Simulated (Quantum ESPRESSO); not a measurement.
# Nb (Fm-3m) in Quantum ESPRESSO: further runs, part 2 of 2

Quantum ESPRESSO 7.5. The steps go on from the part before.

### Step 3. Relaxation of cell and atoms, PBEsol, target pressure 2 GPa, at which the enthalpy is minimised

Input file pw.in:

```
&CONTROL
  calculation = 'vc-relax'
  prefix = 'pwscf'
  outdir = './tmp'
  pseudo_dir = './pseudo'
  tprnfor = .true.
  tstress = .true.
  disk_io = 'low'
  nstep = 40
  forc_conv_thr = 0.0004
  etot_conv_thr = 1d-05
/
&SYSTEM
  ibrav = 0
  A = 2.99106168
  nat = 1
  ntyp = 1
  ecutwfc = 52
  ecutrho = 414
  nbnd = 12
  occupations = 'smearing'
  smearing = 'fd'
  degauss = 0.00367493
/
&ELECTRONS
  conv_thr = 2d-10
  electron_maxstep = 120
  mixing_beta = 0.5
/
&IONS
  ion_dynamics = 'bfgs'
/
&CELL
  cell_dynamics = 'bfgs'
  press = 20
  press_conv_thr = 0.3
/
ATOMIC_SPECIES
Nb    92.9064 nb_pbesol_v1.uspp.F.UPF
CELL_PARAMETERS alat
   0.0000000000    0.7071067822    0.7071067822
   0.7071067822    0.0000000000    0.7071067822
   0.7071067822    0.7071067822    0.0000000000
ATOMIC_POSITIONS alat
Nb     0.0000000000    0.0000000000    0.0000000000
K_POINTS automatic
11 11 11 0 0 0
```

Potentials or basis: GBRV 1.5 PBEsol.

Run with:

```console
OMP_NUM_THREADS=1 mpirun -n 2 pw.x -nk 2 -in pw.in > pw.out
```

pw.out:

```text
This program is part of the open-source Quantum ESPRESSO suite
     for quantum simulation of materials; please cite
[... 6 lines left out ...]
     using ibrav=0 with symmetry is DISCOURAGED, use correct ibrav instead

     K-points division:     npool     =       2
     Subspace diagonalization in iterative solution of the eigenvalue problem:
     a serial algorithm will be used

     G-vector sticks info
     --------------------
     sticks:   dense  smooth     PW     G-vecs:    dense   smooth      PW
     Sum         913     451    151                18149     6423    1243

     Using Slab Decomposition

     bravais-lattice index     =            0
     lattice parameter (alat)  =       5.6523  a.u.
     unit-cell volume          =     127.6902 (a.u.)^3
     number of atoms/cell      =            1
     number of atomic types    =            1
     number of electrons       =        13.00
     number of Kohn-Sham states=           12
     kinetic-energy cutoff     =      52.0000  Ry
     charge density cutoff     =     414.0000  Ry
     scf convergence threshold =      2.0E-10
     mixing beta               =       0.5000
     number of iterations used =            8  plain     mixing
     energy convergence thresh.=      1.0E-05
     force convergence thresh. =      4.0E-04
     press convergence thresh. =      3.0E-01
     Exchange-correlation= SLA  PW   PSX  PSC
                           (   1   4  10   8   0   0   0)
     nstep                     =           40

     celldm(1)=   5.652287  celldm(2)=   0.000000  celldm(3)=   0.000000
     celldm(4)=   0.000000  celldm(5)=   0.000000  celldm(6)=   0.000000

     crystal axes: (cart. coord. in units of alat)
               a(1) = (   0.000000   0.707107   0.707107 )
               a(2) = (   0.707107   0.000000   0.707107 )
               a(3) = (   0.707107   0.707107   0.000000 )

     reciprocal axes: (cart. coord. in units 2 pi/alat)
               b(1) = ( -0.707107  0.707107  0.707107 )
               b(2) = (  0.707107 -0.707107  0.707107 )
               b(3) = (  0.707107  0.707107 -0.707107 )

     PseudoPot. # 1 for Nb read from file:
     nb_pbesol_v1.uspp.F.UPF
     Pseudo is Ultrasoft + core correction, Zval = 13.0
     Generated by new atomic code, or converted to UPF format
     Using radial grid of  887 points,  6 beta functions with:
                l(1) =   0
                l(2) =   0
                l(3) =   1
                l(4) =   1
                l(5) =   2
                l(6) =   2
     Q(r) pseudized with  6 coefficients,  rinner =    1.000   1.000   1.000
                                                       1.000   1.000

     atomic species   valence    mass     pseudopotential
     Nb               13.00    92.90640     Nb( 1.00)

[... 1624 lines left out ...]

     bravais-lattice index     =            0
     lattice parameter (alat)  =       5.6523  a.u.
     unit-cell volume          =     120.4747 (a.u.)^3
     number of atoms/cell      =            1
     number of atomic types    =            1
     number of electrons       =        13.00
     number of Kohn-Sham states=           12
     kinetic-energy cutoff     =      52.0000  Ry
     charge density cutoff     =     414.0000  Ry
     scf convergence threshold =      2.0E-12
     mixing beta               =       0.5000
     number of iterations used =            8  plain     mixing
     press convergence thresh. =      3.0E-01
     Exchange-correlation= SLA  PW   PSX  PSC
                           (   1   4  10   8   0   0   0)

     celldm(1)=   5.652287  celldm(2)=   0.000000  celldm(3)=   0.000000
     celldm(4)=   0.000000  celldm(5)=   0.000000  celldm(6)=   0.000000

     crystal axes: (cart. coord. in units of alat)
               a(1) = (   0.000000   0.693529   0.693529 )
               a(2) = (   0.693529   0.000000   0.693529 )
               a(3) = (   0.693529   0.693529   0.000000 )

     reciprocal axes: (cart. coord. in units 2 pi/alat)
               b(1) = ( -0.720951  0.720951  0.720951 )
               b(2) = (  0.720951 -0.720951  0.720951 )
               b(3) = (  0.720951  0.720951 -0.720951 )

     PseudoPot. # 1 for Nb read from file:
     nb_pbesol_v1.uspp.F.UPF
     Pseudo is Ultrasoft + core correction, Zval = 13.0
     Generated by new atomic code, or converted to UPF format
     Using radial grid of  887 points,  6 beta functions with:
                l(1) =   0
                l(2) =   0
                l(3) =   1
                l(4) =   1
                l(5) =   2
                l(6) =   2
     Q(r) pseudized with  6 coefficients,  rinner =    1.000   1.000   1.000
                                                       1.000   1.000

     atomic species   valence    mass     pseudopotential
     Nb               13.00    92.90640     Nb( 1.00)

     48 Sym. Ops., with inversion, found

   Cartesian axes

     site n.     atom                  positions (alat units)
         1        Nb     tau(   1) = (   0.0000000   0.0000000   0.0000000  )

     number of k points=    56  Fermi-Dirac smearing, width (Ry)=  0.0037
                       cart. coord. in units 2pi/alat
        k(    1) = (   0.0000000   0.0000000   0.0000000), wk =   0.0015026
        k(    2) = (   0.0655410   0.0655410  -0.0655410), wk =   0.0120210
        k(    3) = (   0.1310820   0.1310820  -0.1310820), wk =   0.0120210
        k(    4) = (   0.1966230   0.1966230  -0.1966230), wk =   0.0120210
        k(    5) = (   0.2621639   0.2621639  -0.2621639), wk =   0.0120210
        k(    6) = (   0.3277049   0.3277049  -0.3277049), wk =   0.0120210
[... 48 lines left out ...]
        k(   55) = (  -0.0655410  -0.4587869   0.7209508), wk =   0.0360631
        k(   56) = (  -0.0000000  -0.3932459   0.6554099), wk =   0.0360631

     Dense  grid:    17153 G-vectors     FFT dimensions: (  36,  36,  36)

     Smooth grid:     6081 G-vectors     FFT dimensions: (  25,  25,  25)

     Check: negative core charge=   -0.000001

     Initial potential from superposition of free atoms

     starting charge      12.9975, renormalised to      13.0000
     Starting wfcs are   13 randomized atomic wfcs

     Self-consistent Calculation

     iteration #  1     ecut=    52.00 Ry     beta= 0.50
     Davidson diagonalization with overlap
     ethr =  1.00E-06,  avg # of iterations = 13.0
[... 369 lines left out ...]
          total   stress  (Ry/bohr**3)                   (kbar)     P=       19.35
   0.00013154  -0.00000000  -0.00000000           19.35       -0.00       -0.00
  -0.00000000   0.00013154  -0.00000000           -0.00       19.35       -0.00
  -0.00000000  -0.00000000   0.00013154           -0.00       -0.00       19.35

=------------------------------------------------------------------------------=
   JOB DONE.
=------------------------------------------------------------------------------=
```

Wall time 28 s (2 MPI ranks of Arm Neoverse N1, shared host); peak memory 0.16 GiB.

What came out:

* Free energy: -1604.1449 eV
* Relaxed volume: 17.85 Å³/atom
* Relaxed cell: a = 2.934 Å, b = 2.934 Å, c = 2.934 Å, α = 60.00°, β = 60.00°, γ = 60.00°
* Space group after relaxing (to 0.05 Å): Fm-3m (No. 225)
* Energy change on relaxing (the enthalpy is what falls): -20.5 meV/atom
* Ionic steps: 4
* Pressure after relaxing: 1.9 GPa
* Band gap on the k mesh: none (metal or under the smearing width)

The path:
```
step  energy change (eV)  largest force (eV/Å)  pressure (GPa)  volume (Å³)
   1              0.0000                0.0000           -7.69        18.92
   2             -0.0217                0.0000            0.48        18.00
   3             -0.0204                0.0000            2.13        17.84
   4             -0.0205                0.0000            2.00        17.85
```

Final structure:
```
Nb
1.0
     0.00000    2.07439    2.07439
     2.07439    0.00000    2.07439
     2.07439    2.07439    0.00000
Nb
1
Direct
  0.00000 0.00000 0.00000
```

### Step 4. Relaxation of cell and atoms, PBEsol, target pressure 5 GPa, at which the enthalpy is minimised

Changes to pw.in since step 3:

```diff
@@ -34,3 +34,3 @@
   cell_dynamics = 'bfgs'
-  press = 20
+  press = 50
   press_conv_thr = 0.3
```

Run with:

```console
OMP_NUM_THREADS=1 mpirun -n 2 pw.x -nk 2 -in pw.in > pw.out
```

It took 27 s on 2 MPI ranks of Arm Neoverse N1, shared host; peak memory 0.16 GiB.

Results (log left out):

```
Free energy                                            : -1604.1387 eV
Relaxed volume                                         : 17.57 Å³/atom
Relaxed cell                                           : a = 2.918 Å, b = 2.918 Å, c = 2.918 Å, α = 60.00°, β = 60.00°, γ = 60.00°
Space group after relaxing (to 0.05 Å)                 : Fm-3m (No. 225)
Energy change on relaxing (the enthalpy is what falls) : -14.5 meV/atom
Ionic steps                                            : 4
Pressure after relaxing                                : 4.9 GPa
Band gap on the k mesh                                 : none (metal or under the smearing width)
```

Step by step:
```
step  energy change (eV)  largest force (eV/Å)  pressure (GPa)  volume (Å³)
   1              0.0000                0.0000           -7.69        18.92
   2             -0.0184                0.0000            3.36        17.72
   3             -0.0140                0.0000            5.17        17.56
   4             -0.0145                0.0000            5.00        17.57
```

Final structure:
```
CELL_PARAMETERS angstrom
0.00000 2.06354 2.06354
2.06354 0.00000 2.06354
2.06354 2.06354 0.00000
ATOMIC_POSITIONS crystal
Nb 0.00000 0.00000 0.00000
```

Levels at points of the mesh, in eV from the Fermi level:
| k point | band 3 | band 4 | band 5 | band 6 | band 7 | band 8 | band 9 | band 10 |
| --- | --- | --- | --- | --- | --- | --- | --- | --- |
| (0.00, 0.00, 0.00) | -29.91 | -29.91 | -6.38 | 0.05 | 0.05 | 0.05 | 2.89 | 2.89 |

### Step 5. Relaxation of cell and atoms, PBEsol, target pressure 10 GPa, at which the enthalpy is minimised

Changes to pw.in since step 4:

```diff
@@ -34,3 +34,3 @@
   cell_dynamics = 'bfgs'
-  press = 50
+  press = 100
   press_conv_thr = 0.3
```

Potentials or basis: GBRV 1.5 PBEsol.

Run with:

```console
OMP_NUM_THREADS=1 mpirun -n 2 pw.x -nk 2 -in pw.in > pw.out
```

pw.out:

```text
This program is part of the open-source Quantum ESPRESSO suite
     for quantum simulation of materials; please cite
[... 6 lines left out ...]
     using ibrav=0 with symmetry is DISCOURAGED, use correct ibrav instead

     K-points division:     npool     =       2
     Subspace diagonalization in iterative solution of the eigenvalue problem:
     a serial algorithm will be used

     G-vector sticks info
     --------------------
     sticks:   dense  smooth     PW     G-vecs:    dense   smooth      PW
     Sum         913     451    151                18149     6423    1243

     Using Slab Decomposition

     bravais-lattice index     =            0
     lattice parameter (alat)  =       5.6523  a.u.
     unit-cell volume          =     127.6902 (a.u.)^3
     number of atoms/cell      =            1
     number of atomic types    =            1
     number of electrons       =        13.00
     number of Kohn-Sham states=           12
     kinetic-energy cutoff     =      52.0000  Ry
[... 1718 lines left out ...]

     number of k points=    56  Fermi-Dirac smearing, width (Ry)=  0.0037
                       cart. coord. in units 2pi/alat
        k(    1) = (   0.0000000   0.0000000   0.0000000), wk =   0.0015026
        k(    2) = (   0.0664264   0.0664264  -0.0664264), wk =   0.0120210
        k(    3) = (   0.1328528   0.1328528  -0.1328528), wk =   0.0120210
        k(    4) = (   0.1992791   0.1992791  -0.1992791), wk =   0.0120210
        k(    5) = (   0.2657055   0.2657055  -0.2657055), wk =   0.0120210
        k(    6) = (   0.3321319   0.3321319  -0.3321319), wk =   0.0120210
[... 48 lines left out ...]
        k(   55) = (  -0.0664264  -0.4649846   0.7306901), wk =   0.0360631
        k(   56) = (   0.0000000  -0.3985583   0.6642638), wk =   0.0360631

     Dense  grid:    16457 G-vectors     FFT dimensions: (  36,  36,  36)

     Smooth grid:     5961 G-vectors     FFT dimensions: (  25,  25,  25)

     Check: negative core charge=   -0.000001

     Initial potential from superposition of free atoms

     starting charge      12.9975, renormalised to      13.0000
     Starting wfcs are   13 randomized atomic wfcs

     Self-consistent Calculation

     iteration #  1     ecut=    52.00 Ry     beta= 0.50
     Davidson diagonalization with overlap
     ethr =  1.00E-06,  avg # of iterations = 12.8
[... 369 lines left out ...]
          total   stress  (Ry/bohr**3)                   (kbar)     P=       98.94
   0.00067259   0.00000000   0.00000000           98.94        0.00        0.00
   0.00000000   0.00067259   0.00000000            0.00       98.94        0.00
   0.00000000   0.00000000   0.00067259            0.00        0.00       98.94

=------------------------------------------------------------------------------=
   JOB DONE.
=------------------------------------------------------------------------------=
```

It took 28 s on 2 MPI ranks of Arm Neoverse N1, shared host; peak memory 0.16 GiB.

Results:

```yaml
Free_energy: -1604.1188 eV
Relaxed_volume: 17.15 Å³/atom
Relaxed_cell: a = 2.895 Å, b = 2.895 Å, c = 2.895 Å, α = 60.00°, β = 60.00°, γ = 60.00°
Space_group_after_relaxing_to_0.05_Å: Fm-3m (No. 225)
Energy_change_on_relaxing_the_enthalpy_is_what_falls: +5.3 meV/atom
Ionic_steps: 4
Pressure_after_relaxing: 9.9 GPa
Band_gap_on_the_k_mesh: none (metal or under the smearing width)
```

Step by step:
```csv
step,energy change (eV),largest force (eV/Å),pressure (GPa),volume (Å³)
1,0.0000,0.0000,-7.69,18.92
2,-0.0015,0.0000,8.57,17.27
3,0.0062,0.0000,10.17,17.13
4,0.0053,0.0000,10.00,17.15
```

Final structure:
```
Nb
1.0
     0.00000    2.04674    2.04674
     2.04674    0.00000    2.04674
     2.04674    2.04674    0.00000
Nb
1
Direct
  0.00000 0.00000 0.00000
```

Levels at points of the mesh, in eV from the Fermi level:
```
           k point  band 4  band 5  band 6  band 7  band 8  band 9
(0.00, 0.00, 0.00)  -29.83   -6.42    0.02    0.02    0.02    2.96
```

### Step 6. Relaxation of cell and atoms, PBEsol, target pressure 20 GPa, at which the enthalpy is minimised

Changes to pw.in since step 5:

```diff
@@ -34,3 +34,3 @@
   cell_dynamics = 'bfgs'
-  press = 100
+  press = 200
   press_conv_thr = 0.3
```

Potentials or basis: GBRV 1.5 PBEsol.

Run with:

```console
OMP_NUM_THREADS=1 mpirun -n 2 pw.x -nk 2 -in pw.in > pw.out
```

Run time: 28 s. Hardware: 2 MPI ranks of Arm Neoverse N1, shared host; peak memory 0.16 GiB.

The run converged. Its results:

* Free energy: -1604.0503 eV
* Relaxed volume: 16.41 Å³/atom
* Relaxed cell: a = 2.852 Å, b = 2.852 Å, c = 2.852 Å, α = 60.00°, β = 60.00°, γ = 60.00°
* Space group after relaxing (to 0.05 Å): Fm-3m (No. 225)
* Energy change on relaxing (the enthalpy is what falls): +73.8 meV/atom
* Ionic steps: 4
* Pressure after relaxing: 19.9 GPa
* Band gap on the k mesh: none (metal or under the smearing width)

Step by step:
| step | energy change (eV) | largest force (eV/Å) | pressure (GPa) | volume (Å³) |
| --- | --- | --- | --- | --- |
| 1 | 0.0000 | 0.0000 | -7.69 | 18.92 |
| 2 | 0.0783 | 0.0000 | 20.54 | 16.37 |
| 3 | 0.0730 | 0.0000 | 19.90 | 16.42 |
| 4 | 0.0738 | 0.0000 | 20.00 | 16.41 |

Final structure:
```yaml
crystal:
  lattice:
    - [0.00000, 2.01693, 2.01693]
    - [2.01693, 0.00000, 2.01693]
    - [2.01693, 2.01693, 0.00000]
  atoms:
    - { symbol: Nb, position: [0.00000, 0.00000, 0.00000] }
```

Levels at points of the mesh, in eV from the Fermi level:
```tsv
k point	band 4	band 5	band 6	band 7	band 8	band 9
(0.00, 0.00, 0.00)	-29.69	-6.50	-0.02	-0.02	-0.02	3.10
```

### Step 7. Relaxation of cell and atoms, PBEsol, target pressure 30 GPa, at which the enthalpy is minimised

Changes to pw.in since step 6:

```diff
@@ -34,3 +34,3 @@
   cell_dynamics = 'bfgs'
-  press = 200
+  press = 300
   press_conv_thr = 0.3
```

Run with:

```console
OMP_NUM_THREADS=1 mpirun -n 2 pw.x -nk 2 -in pw.in > pw.out
```

Run time: 33 s. Hardware: 2 MPI ranks of Arm Neoverse N1, shared host; peak memory 0.16 GiB.

It converged, with:

```
Free energy                                            : -1603.9546 eV
Relaxed volume                                         : 15.79 Å³/atom
Relaxed cell                                           : a = 2.816 Å, b = 2.816 Å, c = 2.816 Å, α = 60.00°, β = 60.00°, γ = 60.00°
Space group after relaxing (to 0.05 Å)                 : Fm-3m (No. 225)
Energy change on relaxing (the enthalpy is what falls) : +169.4 meV/atom
Ionic steps                                            : 5
Pressure after relaxing                                : 29.9 GPa
Band gap on the k mesh                                 : none (metal or under the smearing width)
```

Step by step:
| step | energy change (eV) | largest force (eV/Å) | pressure (GPa) | volume (Å³) |
| --- | --- | --- | --- | --- |
| 1 | 0.0000 | 0.0000 | -7.69 | 18.92 |
| 2 | 0.2263 | 0.0000 | 35.19 | 15.51 |
| 3 | 0.1574 | 0.0000 | 28.86 | 15.86 |
| 4 | 0.1690 | 0.0000 | 29.97 | 15.80 |
| 5 | 0.1694 | 0.0000 | 30.01 | 15.79 |

Final structure:
```yaml
crystal:
  lattice:
    - [0.00000, 1.99134, 1.99134]
    - [1.99134, 0.00000, 1.99134]
    - [1.99134, 1.99134, 0.00000]
  atoms:
    - { symbol: Nb, position: [0.00000, 0.00000, 0.00000] }
```

Levels at points of the mesh, in eV from the Fermi level:
```tsv
k point	band 4	band 5	band 6	band 7	band 8	band 9
(0.00, 0.00, 0.00)	-29.56	-6.54	-0.06	-0.06	-0.06	3.23
```

Caveat: the volume moved by over 15 % at a fixed basis, so the end points are rough.

### Step 8. Overview

| cell | gap on the mesh (eV) | pressure (GPa) |
| --- | --- | --- |
| relaxed to 0.3 kbar | none | -0.1 |
| relaxed to 2 GPa | none | 1.9 |
| relaxed to 5 GPa | none | 4.9 |
| relaxed to 10 GPa | none | 9.9 |
| relaxed to 20 GPa | none | 19.9 |
| relaxed to 30 GPa | none | 29.9 |

Alike in all rows: task relaxation of cell and atoms; level PBEsol; potentials or basis GBRV 1.5 PBEsol; no spin polarisation; k mesh 11 × 11 × 11; cutoff (eV) 707; smearing fermi-dirac 0.05 eV.

Caveats: the volume moved by over 15 % at a fixed basis, so the end points are rough (some runs).

Absolute energies hang on the potentials; compare differences alone.
